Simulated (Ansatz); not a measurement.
# Copper, simple cubic under PBE: from relaxation to bulk modulus, part 2 of 2

Aim: take copper in the simple cubic structure, relax it, solve it on a dense k-mesh, switch on spin-orbit coupling, then scale the cell to 7 volumes from 88 to 112 % of the relaxed one and try a fit of the equation of state. The k-meshes are 13×13×13 for the relaxation; 21×21×21 for the dense run; 13×13×13 for spin-orbit coupling; 21×21×21 for the volumes.

Ansatz 0.2.0; DFT, PBE, plane waves (420 eV) with PAW, scalar-relativistic.

## 6. Equation of state: 92 %

This is Cu in the simple cubic structure; at room conditions it is fcc.

Input file input.yaml:

```yaml
crystal:
  lattice:
    - [2.3407761341, 0.0, 0.0]
    - [0.0, 2.3407761341, 0.0]
    - [0.0, 0.0, 2.3407761341]
  atoms:
    - { symbol: Cu, position: [0.0, 0.0, 0.0] }
hamiltonian:
  xc: pbe
  pseudopotentials:
    kind: paw
    azcp:
      Cu: "pseudopotentials/Cu.paw.azcp"
basis:
  ecutwfc: 420
  fft_grid_basis: typed
kpoints:
  mp_grid: { grid: [21, 21, 21], shift: [0, 0, 0] }
magnetization:
  spin_polarized: false
scf:
  occupations: { method: fermi_dirac, width: 0.1 }
output:
  stress: true
```

The program printed (excerpt; [...] marks lines left out):

```text
[...]
Pseudopotentials: kind: paw
Pseudopotential: Cu, paw, valence charge 19, recommended cutoff 420 eV (normal), <dir>
Functional definition: PBE
[...]
Crystal: 1 atoms, lattice volume = 12.826 Å³
Basis set: ecut = 420 eV, 251 PW (Γ)
Bands: 14, of which v1, the nominal top of the filled ones, is band 10 counted from 1 (9 counted from 0)
Symmetry: 48 space group operations
Space group: Pm-3m (ITA 221), of the structure as read, at distance tolerance 2.3e-5 Å
k-points: 286 of 9261
[...]
SCF iter   1: F=—  HF=-6624.675409 eV  |F-HF|=—  |Δ(HF+E_count)|=         —  Δρ=3.53e-3  dr2=9.40e-4  ethr=1.77e-3  ⟨swp⟩=5.5  Hψ=20273  notcnv=0
[...]
SCF iter   6: F=-6624.675507 eV  HF=-6624.675507 eV  |F-HF|=3.32e-10  |Δ(HF+E_count)|=   1.30e-9  Δρ=2.05e-6  dr2=2.79e-10  ethr=3.11e-12  ⟨swp⟩=1.7  Hψ=12783  notcnv=0
[...]
SCF converged after 6 iterations
Free energy (F): -6624.675507 eV
[...]
E sigma→0 (E₀):  -6624.671354 eV
Entropy (-TS):   -0.008305 eV (-8.305 meV/atom)
Fermi energy:    14.890847 eV
[...]
--- Stress (GPa, compression-positive) ---
       10.442242       0.000000       0.000000
        0.000000      10.442242       0.000000
        0.000000       0.000000      10.442242
  P = ⅓ Tr σ = 10.4422 GPa (104.422 kbar)
```

It took 4.1 s on 1 thread of an x86-64 CPU, shared host; peak memory 0.53 GiB.

## 7. Equation of state: 96 %

Changes to input.yaml since step 6:

```diff
@@ -2,5 +2,5 @@
   lattice:
-    - [2.3407761341, 0.0, 0.0]
-    - [0.0, 2.3407761341, 0.0]
-    - [0.0, 0.0, 2.3407761341]
+    - [2.3742203116, 0.0, 0.0]
+    - [0.0, 2.3742203116, 0.0]
+    - [0.0, 0.0, 2.3742203116]
   atoms:
```

The program printed (excerpt; [...] marks lines left out):

```text
[...]
Pseudopotentials: kind: paw
Pseudopotential: Cu, paw, valence charge 19, recommended cutoff 420 eV (normal), <dir>
Functional definition: PBE
[...]
Crystal: 1 atoms, lattice volume = 13.383 Å³
Basis set: ecut = 420 eV, 251 PW (Γ)
Bands: 14, of which v1, the nominal top of the filled ones, is band 10 counted from 1 (9 counted from 0)
Symmetry: 48 space group operations
Space group: Pm-3m (ITA 221), of the structure as read, at distance tolerance 2.4e-5 Å
k-points: 286 of 9261
[...]
SCF iter   1: F=—  HF=-6624.701066 eV  |F-HF|=—  |Δ(HF+E_count)|=         —  Δρ=2.84e-3  dr2=6.27e-4  ethr=1.77e-3  ⟨swp⟩=5.5  Hψ=20215  notcnv=0
[...]
SCF iter   6: F=-6624.701219 eV  HF=-6624.701219 eV  |F-HF|=2.65e-10  |Δ(HF+E_count)|=   1.30e-9  Δρ=1.18e-6  dr2=7.59e-11  ethr=2.79e-12  ⟨swp⟩=1.4  Hψ=12189  notcnv=0
[...]
SCF converged after 6 iterations
Free energy (F): -6624.701219 eV
[...]
E sigma→0 (E₀):  -6624.696896 eV
Entropy (-TS):   -0.008647 eV (-8.647 meV/atom)
Fermi energy:    14.067735 eV
[...]
--- Stress (GPa, compression-positive) ---
        4.566941       0.000000       0.000000
        0.000000       4.566941       0.000000
        0.000000       0.000000       4.566941
  P = ⅓ Tr σ = 4.5669 GPa (45.669 kbar)
```

Wall time 4.7 s (1 thread of an x86-64 CPU, shared host); peak memory 0.51 GiB.

## 8. Equation of state: 100 %

Changes to input.yaml since step 7:

```diff
@@ -2,5 +2,5 @@
   lattice:
-    - [2.3742203116, 0.0, 0.0]
-    - [0.0, 2.3742203116, 0.0]
-    - [0.0, 0.0, 2.3742203116]
+    - [2.4067479196, 0.0, 0.0]
+    - [0.0, 2.4067479196, 0.0]
+    - [0.0, 0.0, 2.4067479196]
   atoms:
```

The program printed (excerpt; [...] marks lines left out):

```text
[...]
Pseudopotentials: kind: paw
Pseudopotential: Cu, paw, valence charge 19, recommended cutoff 420 eV (normal), <dir>
Functional definition: PBE
[...]
Crystal: 1 atoms, lattice volume = 13.941 Å³
Basis set: ecut = 420 eV, 257 PW (Γ)
Bands: 14, of which v1, the nominal top of the filled ones, is band 10 counted from 1 (9 counted from 0)
Symmetry: 48 space group operations
Space group: Pm-3m (ITA 221), of the structure as read, at distance tolerance 2.4e-5 Å
k-points: 286 of 9261
[...]
SCF iter   1: F=—  HF=-6624.708586 eV  |F-HF|=—  |Δ(HF+E_count)|=         —  Δρ=2.25e-3  dr2=3.99e-4  ethr=1.77e-3  ⟨swp⟩=5.5  Hψ=20094  notcnv=0
[...]
SCF iter   6: F=-6624.708760 eV  HF=-6624.708760 eV  |F-HF|=9.28e-11  |Δ(HF+E_count)|=  7.72e-10  Δρ=1.26e-6  dr2=7.41e-11  ethr=1.42e-12  ⟨swp⟩=1.3  Hψ=12052  notcnv=0
[...]
SCF converged after 6 iterations
Free energy (F): -6624.708760 eV
[...]
E sigma→0 (E₀):  -6624.704257 eV
Entropy (-TS):   -0.009006 eV (-9.006 meV/atom)
Fermi energy:    13.312916 eV
[...]
--- Stress (GPa, compression-positive) ---
       -0.047908      -0.000000       0.000000
       -0.000000      -0.047908       0.000000
        0.000000       0.000000      -0.047908
  P = ⅓ Tr σ = -0.0479 GPa (-0.479 kbar)
```

Run time: 5 s. Hardware: 1 thread of an x86-64 CPU, shared host; peak memory 0.52 GiB.

## 9. Equation of state: 104 %

Changes to input.yaml since step 8:

```diff
@@ -2,5 +2,5 @@
   lattice:
-    - [2.4067479196, 0.0, 0.0]
-    - [0.0, 2.4067479196, 0.0]
-    - [0.0, 0.0, 2.4067479196]
+    - [2.4384192873, 0.0, 0.0]
+    - [0.0, 2.4384192873, 0.0]
+    - [0.0, 0.0, 2.4384192873]
   atoms:
```

The program printed (excerpt; [...] marks lines left out):

```text
[...]
Pseudopotentials: kind: paw
Pseudopotential: Cu, paw, valence charge 19, recommended cutoff 420 eV (normal), <dir>
Functional definition: PBE
[...]
Crystal: 1 atoms, lattice volume = 14.499 Å³
Basis set: ecut = 420 eV, 257 PW (Γ)
Bands: 14, of which v1, the nominal top of the filled ones, is band 10 counted from 1 (9 counted from 0)
Symmetry: 48 space group operations
Space group: Pm-3m (ITA 221), of the structure as read, at distance tolerance 2.4e-5 Å
k-points: 286 of 9261
[...]
SCF iter   1: F=—  HF=-6624.701852 eV  |F-HF|=—  |Δ(HF+E_count)|=         —  Δρ=1.81e-3  dr2=2.59e-4  ethr=1.77e-3  ⟨swp⟩=5.5  Hψ=20050  notcnv=0
[...]
SCF iter   6: F=-6624.702026 eV  HF=-6624.702026 eV  |F-HF|=3.73e-11  |Δ(HF+E_count)|=   1.30e-9  Δρ=9.26e-7  dr2=4.70e-11  ethr=2.17e-12  ⟨swp⟩=1.2  Hψ=11778  notcnv=0
[...]
SCF converged after 6 iterations
Free energy (F): -6624.702026 eV
[...]
E sigma→0 (E₀):  -6624.697349 eV
Entropy (-TS):   -0.009354 eV (-9.354 meV/atom)
Fermi energy:    12.618383 eV
[...]
--- Stress (GPa, compression-positive) ---
       -3.675715       0.000000      -0.000000
        0.000000      -3.675715       0.000000
       -0.000000       0.000000      -3.675715
  P = ⅓ Tr σ = -3.6757 GPa (-36.757 kbar)
```

Run time: 5.4 s. Hardware: 1 thread of an x86-64 CPU, shared host; peak memory 0.52 GiB.

## 10. Equation of state: 108 %

Changes to input.yaml since step 9:

```diff
@@ -2,5 +2,5 @@
   lattice:
-    - [2.4384192873, 0.0, 0.0]
-    - [0.0, 2.4384192873, 0.0]
-    - [0.0, 0.0, 2.4384192873]
+    - [2.4692886313, 0.0, 0.0]
+    - [0.0, 2.4692886313, 0.0]
+    - [0.0, 0.0, 2.4692886313]
   atoms:
```

The program printed (excerpt; [...] marks lines left out):

```text
[...]
Pseudopotentials: kind: paw
Pseudopotential: Cu, paw, valence charge 19, recommended cutoff 420 eV (normal), <dir>
Functional definition: PBE
[...]
Crystal: 1 atoms, lattice volume = 15.056 Å³
Basis set: ecut = 420 eV, 305 PW (Γ)
Bands: 14, of which v1, the nominal top of the filled ones, is band 10 counted from 1 (9 counted from 0)
Symmetry: 48 space group operations
Space group: Pm-3m (ITA 221), of the structure as read, at distance tolerance 2.5e-5 Å
k-points: 286 of 9261
[...]
SCF iter   1: F=—  HF=-6624.683897 eV  |F-HF|=—  |Δ(HF+E_count)|=         —  Δρ=1.42e-3  dr2=1.58e-4  ethr=1.77e-3  ⟨swp⟩=5.6  Hψ=19967  notcnv=0
[...]
SCF iter   6: F=-6624.684084 eV  HF=-6624.684084 eV  |F-HF|=1.66e-10  |Δ(HF+E_count)|=  9.50e-10  Δρ=7.58e-7  dr2=5.14e-11  ethr=1.79e-11  ⟨swp⟩=2.0  Hψ=11885  notcnv=0
[...]
SCF converged after 6 iterations
Free energy (F): -6624.684084 eV
[...]
E sigma→0 (E₀):  -6624.679248 eV
Entropy (-TS):   -0.009671 eV (-9.671 meV/atom)
Fermi energy:    11.977195 eV
[...]
--- Stress (GPa, compression-positive) ---
       -6.521010      -0.000000       0.000000
       -0.000000      -6.521010       0.000000
        0.000000       0.000000      -6.521010
  P = ⅓ Tr σ = -6.5210 GPa (-65.210 kbar)
```

Wall time 5.4 s (1 thread of an x86-64 CPU, shared host); peak memory 0.53 GiB.

## 11. Equation of state: 112 %

Changes to input.yaml since step 10:

```diff
@@ -2,5 +2,5 @@
   lattice:
-    - [2.4692886313, 0.0, 0.0]
-    - [0.0, 2.4692886313, 0.0]
-    - [0.0, 0.0, 2.4692886313]
+    - [2.4994048754, 0.0, 0.0]
+    - [0.0, 2.4994048754, 0.0]
+    - [0.0, 0.0, 2.4994048754]
   atoms:
```

The program printed (excerpt; [...] marks lines left out):

```text
[...]
Pseudopotentials: kind: paw
Pseudopotential: Cu, paw, valence charge 19, recommended cutoff 420 eV (normal), <dir>
Functional definition: PBE
[...]
Crystal: 1 atoms, lattice volume = 15.614 Å³
Basis set: ecut = 420 eV, 305 PW (Γ)
Bands: 14, of which v1, the nominal top of the filled ones, is band 10 counted from 1 (9 counted from 0)
Symmetry: 48 space group operations
Space group: Pm-3m (ITA 221), of the structure as read, at distance tolerance 2.5e-5 Å
k-points: 286 of 9261
[...]
SCF iter   1: F=—  HF=-6624.657185 eV  |F-HF|=—  |Δ(HF+E_count)|=         —  Δρ=1.05e-3  dr2=8.35e-5  ethr=1.77e-3  ⟨swp⟩=5.7  Hψ=19901  notcnv=0
[...]
SCF iter   6: F=-6624.657361 eV  HF=-6624.657361 eV  |F-HF|=1.46e-11  |Δ(HF+E_count)|=   1.08e-9  Δρ=4.93e-7  dr2=1.58e-11  ethr=4.68e-12  ⟨swp⟩=1.0  Hψ=11879  notcnv=0
[...]
SCF converged after 6 iterations
Free energy (F): -6624.657361 eV
[...]
E sigma→0 (E₀):  -6624.652388 eV
Entropy (-TS):   -0.009947 eV (-9.947 meV/atom)
Fermi energy:    11.383329 eV
[...]
--- Stress (GPa, compression-positive) ---
       -8.743363      -0.000000       0.000000
       -0.000000      -8.743363       0.000000
        0.000000       0.000000      -8.743363
  P = ⅓ Tr σ = -8.7434 GPa (-87.434 kbar)
```

Wall time 5.8 s (1 thread of an x86-64 CPU, shared host); peak memory 0.52 GiB.

## 12. Fitting the volumes

All volumes keep the relaxed shape and fractional coordinates.

| V (Å³/atom) | E − E₀ (meV/atom) | P from the stress (GPa) | P from the fit (GPa) |
| --- | --- | --- | --- |
| 12.268 | 81.6 | 17.93 | 17.90 |
| 12.826 | 32.9 | 10.44 | 10.39 |
| 13.383 | 7.4 | 4.57 | 4.51 |
| 13.941 | 0.0 | -0.05 | -0.10 |
| 14.499 | 6.9 | -3.68 | -3.72 |
| 15.056 | 25.0 | -6.52 | -6.56 |
| 15.614 | 51.9 | -8.74 | -8.79 |

A third-order Birch-Murnaghan fit gives V₀ = 13.927 Å³/atom, B₀ = 102 GPa and B₀′ = 5.0; it misses no point by more than 0.01 meV/atom.

## 13. What came out

The summary covers parts 1 to 2.

| quantity | value |
| --- | --- |
| space group (spins left aside) | Pm-3m (No. 221) |
| conventional cell | a = 2.407 Å |
| volume | 13.941 Å³/atom |
| shortest distance | 2.407 Å |
| gap on the mesh | none (levels filled in part) |
| relative to fcc | +471 meV/atom |
| V₀, B₀, B₀′ | 13.927 Å³/atom, 102 GPa, 5.0 |

What this shows: From the guessed start the volume grew by 9.3 % in 5 steps. It lies 471 meV/atom above the element's reference form at the same level (fcc, from a run of its own), so it is far from stable. Levels at the Fermi energy are filled in part, as in a metal. Totals with and without spin-orbit coupling (-0.36 eV/atom apart) can't be read as binding, since the two-component data shift the zero of energy. The fitted modulus is 102 GPa. Relaxation kept the symmetry; phonons were not checked.
